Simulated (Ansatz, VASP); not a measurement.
**Cross-check of InSe between VASP and Ansatz**

Wanted: the spread between two codes on one cell, functional and k mesh. The structure shown is the end of the VASP relaxation below.

Method: plane waves, with VASP 6.6.1 beside it; single point at PBE, in Ansatz 0.2.0.

## Step 1: The structure

The cell holds 20 atoms: 10 In and 10 Se. Its edges and angles: a = 4.050 Å, b = 4.050 Å, c = 54.176 Å, α = 90.0°, β = 90.0°, γ = 120.0°. It derives from InSe. The (0 0 1) slab of InSe, cut from the database cell (so at first; earlier steps may have moved the atoms). Vacuum lies along c.

## Step 2: VASP: relaxation, PBE

This run makes the geometry at which the two programs are then compared.

Lines of VASP's logs that name or quote its potential files are left out, and so is its time.

The input, INCAR:

```
SYSTEM = InSe
PREC = Normal
ENCUT = 300
EDIFF = 1E-05
NELM = 120
ISMEAR = 0
SIGMA = 0.05
LREAL = Auto
ALGO = Fast
GGA = PE
NBANDS = 65
LORBIT = 11
LWAVE = .FALSE.
LCHARG = .FALSE.
KPAR = 4
LASPH = .TRUE.
IBRION = 1
NSW = 40
ISIF = 2
EDIFFG = -0.03
POTIM = 0.3
MAXMIX = 40
IDIPOL = 3
LDIPOL = .TRUE.
DIPOL = 0.5 0.5 0.5
```

The input, POSCAR:

```
InSe
1.0
    4.0499987506      0.0000000000      0.0000000000
   -2.0249993753      3.5074018033      0.0000000000
    0.0000000000      0.0000000000     54.1760200000
In Se
10 10
Selective dynamics
Direct
    0.3333333300      0.6666666700      0.1384376300  F F F
    0.6666666700      0.3333333300      0.2365626000  F F F
    0.6666666700      0.3333333300      0.2946875800  F F F
    0.3333333300      0.6666666700      0.3928125400  F F F
    0.3333333300      0.6666666700      0.4509375200  F F F
    0.6666666700      0.3333333300      0.5512305858  T T T
    0.6666666700      0.3333333300      0.6030189938  T T T
    0.3333333300      0.6666666700      0.7108570282  T T T
    0.3333333300      0.6666666700      0.7628456959  T T T
    0.6666666700      0.3333333300      0.8697693181  T T T
    0.6666666700      0.3333333300      0.1556251300  F F F
    0.3333333300      0.6666666700      0.2193751000  F F F
    0.3333333300      0.6666666700      0.3118750700  F F F
    0.6666666700      0.3333333300      0.3756250500  F F F
    0.6666666700      0.3333333300      0.4681250100  F F F
    0.3333333300      0.6666666700      0.5271396918  T T T
    0.3333333300      0.6666666700      0.6269947776  T T T
    0.6666666700      0.3333333300      0.6866451338  T T T
    0.6666666700      0.3333333300      0.7869427731  T T T
    0.3333333300      0.6666666700      0.8449349813  T T T
```

The input, KPOINTS:

```
Automatic mesh
0
Gamma
6 6 1
0 0 0
```

Potentials, in the order of the species: In and Se (PBE family, release 64).

Started as:

```console
> mpirun -np 4 vasp_std
```

Numbers of over 12 decimals in the logs are rounded to 6 here.

What it wrote:

```text
[banner, memory and clock lines left out]
running    4 mpi-ranks, on    1 nodes
 distrk:  each k-point on    1 cores,    4 groups
 distr:  one band on    1 cores,    1 groups

 POSCAR found type information on POSCAR InSe
 POSCAR found :  2 types and      20 ions
 LDA part: xc-table for (Slater+PW92), standard interpolation
|                                                                             |
|           W    W    AA    RRRRR   N    N  II  N    N   GGGG   !!!           |
|           W    W   A  A   R    R  NN   N  II  NN   N  G    G  !!!           |
|           W    W  A    A  R    R  N N  N  II  N N  N  G       !!!           |
|           W WW W  AAAAAA  RRRRR   N  N N  II  N  N N  G  GGG   !            |
|           WW  WW  A    A  R   R   N   NN  II  N   NN  G    G                |
|           W    W  A    A  R    R  N    N  II  N    N   GGGG   !!!           |
|                                                                             |
|     One of the lattice vectors is very long (>50 A), but AMIN is rather     |
|     large. This can spoil convergence since charge sloshing might occur     |
|     along the long lattice vector. If problems with convergence are         |
|     observed, try to decrease AMIN to a smaller value (e.g. 0.01).          |
|     Note: This warning only applies if the self-consistency cycle is        |
|     used.                                                                   |
|                                                                             |

 POSCAR, INCAR and KPOINTS ok, starting setup
 FFT: planning ... GRIDC
 FFT: planning ... GRID_SOFT
 FFT: planning ... GRID
 WAVECAR not read
 entering main loop
       N       E                     dE             d eps       ncg     rms          rms(c)
DAV:   1     0.414421037075E+03    0.41442E+03   -0.22699E+04   918   0.689E+02
DAV:   2    -0.150332795929E+02   -0.42945E+03   -0.41211E+03  1167   0.152E+02
DAV:   3    -0.676084548072E+02   -0.52575E+02   -0.51900E+02  1148   0.571E+01
DAV:   4    -0.694420197663E+02   -0.18336E+01   -0.18239E+01  1132   0.117E+01
DAV:   5    -0.694965696549E+02   -0.54550E-01   -0.54488E-01  1164   0.190E+00    0.165E+01
RMM:   6    -0.548270726442E+03   -0.47877E+03   -0.84514E+01  1266   0.193E+01    0.365E+01
RMM:   7    -0.119454687756E+03    0.42882E+03   -0.14268E+01  1004   0.512E+00    0.210E+01
RMM:   8    -0.131729108141E+03   -0.12274E+02   -0.84929E+00   928   0.420E+00    0.262E+01
RMM:   9    -0.834485606574E+02    0.48281E+02   -0.90249E+00   942   0.405E+00    0.115E+01
RMM:  10    -0.104982807738E+03   -0.21534E+02   -0.57421E+00   982   0.319E+00    0.207E+01
RMM:  11    -0.750142067880E+02    0.29969E+02   -0.38178E+00   948   0.309E+00    0.763E+00
RMM:  12    -0.805692488632E+02   -0.55550E+01   -0.16179E+00   937   0.193E+00    0.101E+01
RMM:  13    -0.752825398837E+02    0.52867E+01   -0.23386E-01   941   0.849E-01    0.712E+00
RMM:  14    -0.768323371126E+02   -0.15498E+01   -0.10270E-01   929   0.533E-01    0.766E+00
[...]
RMM:  71    -0.662859481749E+02    0.11408E-04   -0.68291E-05   763   0.130E-02    0.147E-01
RMM:  72    -0.662856923808E+02    0.25579E-03   -0.12580E-05   598   0.680E-03    0.561E-02
RMM:  73    -0.662856603183E+02    0.32062E-04   -0.82195E-06   512   0.502E-03    0.410E-02
RMM:  74    -0.662856165434E+02    0.43775E-04   -0.14019E-05   600   0.624E-03    0.319E-02
RMM:  75    -0.662855802993E+02    0.36244E-04   -0.16387E-05   595   0.654E-03    0.239E-02
RMM:  76    -0.662855679233E+02    0.12376E-04   -0.15127E-05   591   0.662E-03    0.481E-02
RMM:  77    -0.662855347029E+02    0.33220E-04   -0.28805E-06   438   0.345E-03    0.160E-02
RMM:  78    -0.662855333737E+02    0.13292E-05   -0.18185E-06   394   0.280E-03
   1 F= -.66285533E+02 E0= -.66269737E+02  d E =-.662855E+02
[...]
2 F= -.66285772E+02 E0= -.66270076E+02  d E =-.238633E-03
[...]
3 F= -.66285960E+02 E0= -.66270280E+02  d E =-.187563E-03
[...]
4 F= -.66286049E+02 E0= -.66270225E+02  d E =-.893635E-04
[...]
5 F= -.66286116E+02 E0= -.66270415E+02  d E =-.670572E-04
 BRION: g(F)=  0.716E-04 g(S)=  0.000E+00 retain N=  2 mean eig= 2.67
 eig:   0.527  4.818
 bond charge predicted
       N       E                     dE             d eps       ncg     rms          rms(c)
DAV:   1    -0.662861896542E+02   -0.66808E-04   -0.20884E-03  1027   0.989E-02    0.197E-02
RMM:   2    -0.662861983961E+02   -0.87420E-05   -0.10187E-04   626   0.220E-02    0.661E-03
RMM:   3    -0.662862003219E+02   -0.19257E-05   -0.13014E-05   412   0.870E-03
   6 F= -.66286200E+02 E0= -.66270439E+02  d E =-.843315E-04
 BRION: g(F)=  0.503E-04 g(S)=  0.000E+00 retain N=  3 mean eig= 4.27
 eig:   0.840  5.982  5.982
 reached required accuracy - stopping structural energy minimisation
```

OUTCAR, selected parts (step 2):

```text
ion  position               nearest neighbor table
   1  0.333  0.667  0.138-  11 2.52  11 2.52  11 2.52
   2  0.667  0.333  0.237-  12 2.52  12 2.52  12 2.52   3 3.15
   3  0.667  0.333  0.295-  13 2.52  13 2.52  13 2.52   2 3.15
   4  0.333  0.667  0.393-  14 2.52  14 2.52  14 2.52   5 3.15
   5  0.333  0.667  0.451-  15 2.52  15 2.52  15 2.52   4 3.15
   6  0.667  0.333  0.551-  16 2.68  16 2.68  16 2.68   7 2.81
   7  0.667  0.333  0.603-  17 2.67  17 2.67  17 2.67   6 2.81
   8  0.333  0.667  0.711-  18 2.68  18 2.68  18 2.68   9 2.82
   9  0.333  0.667  0.763-  19 2.68  19 2.68  19 2.68   8 2.82
  10  0.667  0.333  0.870-  20 2.70  20 2.70  20 2.70
  11  0.667  0.333  0.156-   1 2.52   1 2.52   1 2.52
  12  0.333  0.667  0.219-   2 2.52   2 2.52   2 2.52
  13  0.333  0.667  0.312-   3 2.52   3 2.52   3 2.52
  14  0.667  0.333  0.376-   4 2.52   4 2.52   4 2.52
  15  0.667  0.333  0.468-   5 2.52   5 2.52   5 2.52
  16  0.333  0.667  0.527-   6 2.68   6 2.68   6 2.68
  17  0.333  0.667  0.627-   7 2.67   7 2.67   7 2.67
  18  0.667  0.333  0.687-   8 2.68   8 2.68   8 2.68
  19  0.667  0.333  0.787-   9 2.68   9 2.68   9 2.68
  20  0.333  0.667  0.845-  10 2.70  10 2.70  10 2.70

  LATTYP: Found a hexagonal cell.
 ALAT       =     4.0499987506
 C/A-ratio  =    13.3767991884

 Subroutine GETGRP returns: Found  6 space group operations
 (whereof  6 operations were pure point group operations)

The static configuration has the point symmetry C_3v.

 Found      7 irreducible k-points:

   k-points           NKPTS =      7   k-points in BZ     NKDIM =      7   number of bands    NBANDS=     65

   dimension x,y,z NGX =    18 NGY =   18 NGZ =  240
   dimension x,y,z NGXF=    36 NGYF=   36 NGZF=  480

   ENCUT  =  300.0 eV  22.05 Ry    4.70 a.u.   5.72  5.72 76.51*2*pi/ulx,y,z

   NELECT =      90.0000    total number of electrons

 k-points in reciprocal lattice and weights: Automatic mesh
   0.00000000  0.00000000  0.00000000       0.028
   0.16666667  0.00000000  0.00000000       0.167
   0.33333333  0.00000000  0.00000000       0.167
   0.50000000  0.00000000  0.00000000       0.083
   0.16666667  0.16666667  0.00000000       0.167
   0.33333333  0.16666667  0.00000000       0.333
   0.33333333  0.33333333  0.00000000       0.056

 dipolmoment           0.000000      0.000000      0.021371 electrons x Angstroem

 average (electrostatic) potential at core
       1 -41.5719       2 -41.5187       3 -41.5217       4 -41.3272       5 -41.3056
       6 -41.3865       7 -41.3648       8 -41.2650       9 -41.2515      10 -40.7724
      11 -57.5629      12 -57.3698      13 -57.3491      14 -57.1657      15 -57.1249
      16 -56.8998      17 -56.8683      18 -56.7747      19 -56.7823      20 -56.5676

 E-fermi :   1.6280

 k-point     1 :       0.0000    0.0000    0.0000
  band No.  band energies     occupation
    ...
     43       0.4901      2.00000
     44       0.7698      2.00000
     45       1.2194      2.00000
     46       1.4801      1.99997
     47       1.6196      1.18937
     48       1.8221      0.00000
     49       2.2794      0.00000
     50       2.6864      0.00000
     51       2.7414      0.00000
     52       2.9876      0.00000
    ...

 k-point     2 :       0.1667    0.0000    0.0000
  band No.  band energies     occupation
    ...
     41       0.3883      2.00000
     42       0.7540      2.00000
     43       0.9451      2.00000
     44       1.3698      2.00000
     45       1.6491      0.55128
     46       1.6912      0.07403
     47       2.5926      0.00000
     48       2.7918      0.00000
     49       2.9915      0.00000
     50       3.2075      0.00000
    ...

 k-point     3 :       0.3333    0.0000    0.0000
  band No.  band energies     occupation
    ...
     42       0.2344      2.00000
     43       0.7054      2.00000
     44       0.9502      2.00000
     45       1.6070      1.44748
     46       1.6133      1.32356
     47       2.7755      0.00000
     48       2.7978      0.00000
     49       2.8402      0.00000
     50       2.9234      0.00000
     51       3.0528      0.00000
    ...

  Total       26.9823834     26.9823834      6.5142477     -0.0000000      0.0000000      0.0000000
  in kB       56.1750392     56.1750392     13.5621126     -0.0000000      0.0000000      0.0000000
  external PRESSURE =      41.9707304 kB  Pullay stress =       0.0000000 kB

  energy-cutoff  :      300.00
  volume of cell :      769.57
      direct lattice vectors                 reciprocal lattice vectors
     4.049998751  0.000000000  0.000000000     0.246913656  0.142555666  0.000000000
    -2.024999375  3.507401803  0.000000000     0.000000000  0.285111332  0.000000000
     0.000000000  0.000000000 54.176020000     0.000000000  0.000000000  0.018458351

 POSITION                                       TOTAL-FORCE (eV/Angst)
 -----------------------------------------------------------------------------------
     -0.00000      2.33827      7.50000        -0.000000      0.000000     -2.101022
      2.02500      1.16913     12.81602         0.000000     -0.000000      3.112616
      2.02500      1.16913     15.96500         0.000000      0.000000     -3.046969
     -0.00000      2.33827     21.28102         0.000000      0.000000      3.140803
     -0.00000      2.33827     24.43000        -0.000000      0.000000     -3.109367
      2.02500      1.16913     29.86486         0.000000      0.000000      0.012985
      2.02500      1.16913     32.66983        -0.000000      0.000000      0.011956
     -0.00000      2.33827     38.51069         0.000000      0.000000      0.016960
     -0.00000      2.33827     41.32617         0.000000      0.000000      0.003886
      2.02500      1.16913     47.12527         0.000000     -0.000000      0.013368
      2.02500      1.16913      8.43115        -0.000000     -0.000000      2.070273
     -0.00000      2.33827     11.88487        -0.000000      0.000000     -2.247351
     -0.00000      2.33827     16.89615        -0.000000      0.000000      2.198405
      2.02500      1.16913     20.34987         0.000000      0.000000     -2.274734
      2.02500      1.16913     25.36115        -0.000000      0.000000      2.147735
     -0.00000      2.33827     28.56311         0.000000      0.000000      0.014367
     -0.00000      2.33827     33.96688         0.000000     -0.000000     -0.001799
      2.02500      1.16913     37.20748        -0.000000      0.000000      0.015350
      2.02500      1.16913     42.63505         0.000000      0.000000      0.000163
     -0.00000      2.33827     45.77745         0.000000     -0.000000      0.022376
 -----------------------------------------------------------------------------------
    total drift:                               -0.000000      0.000000     -0.003390

  FREE ENERGIE OF THE ION-ELECTRON SYSTEM (eV)
  ---------------------------------------------------
  free  energy   TOTEN  =       -66.2862003219 eV

  energy  without entropy=      -66.2546768853  energy(sigma->0) =      -66.27043860

 reached required accuracy - stopping structural energy minimisation

 vacuum level on the upper side and lower side of the slab         5.693         5.440

 total charge
# of ion       s       p       d       tot
------------------------------------------
    1        1.321   1.243   0.221   2.785
    2        1.233   1.377   0.238   2.849
    3        1.228   1.379   0.239   2.846
    4        1.231   1.378   0.239   2.847
    5        1.226   1.380   0.239   2.845
    6        1.216   1.236   0.172   2.623
    7        1.213   1.241   0.173   2.627
    8        1.215   1.231   0.171   2.617
    9        1.215   1.228   0.170   2.613
   10        1.323   0.957   0.139   2.418
   11        1.475   2.404   0.027   3.906
   12        1.464   2.435   0.023   3.922
   13        1.464   2.433   0.023   3.920
   14        1.462   2.439   0.023   3.924
   15        1.464   2.433   0.023   3.921
   16        1.475   2.327   0.018   3.820
   17        1.476   2.322   0.018   3.816
   18        1.475   2.323   0.018   3.816
   19        1.478   2.312   0.019   3.808
   20        1.481   2.293   0.019   3.794
--------------------------------------------------
tot         27.135  36.370   2.214  65.719

[... 3 further parts left out ...]
```

The data set In keeps the semicore shell frozen, which is cheaper and a little less accurate.

(Continued in part 2 of 2.)

[Lines on the potential files, build, host, timing and source positions are cut from VASP's logs without a mark.]

[Logs are printed without paths, hosts, clocks, repeated set-up lines and the standing remarks that a program may print on its own settings, such as how far it seeks lower states.]

[Hosts, paths, dates, database ids (printed as entryN), source tags and the programs' standing remarks are cut or masked in the printed files.]
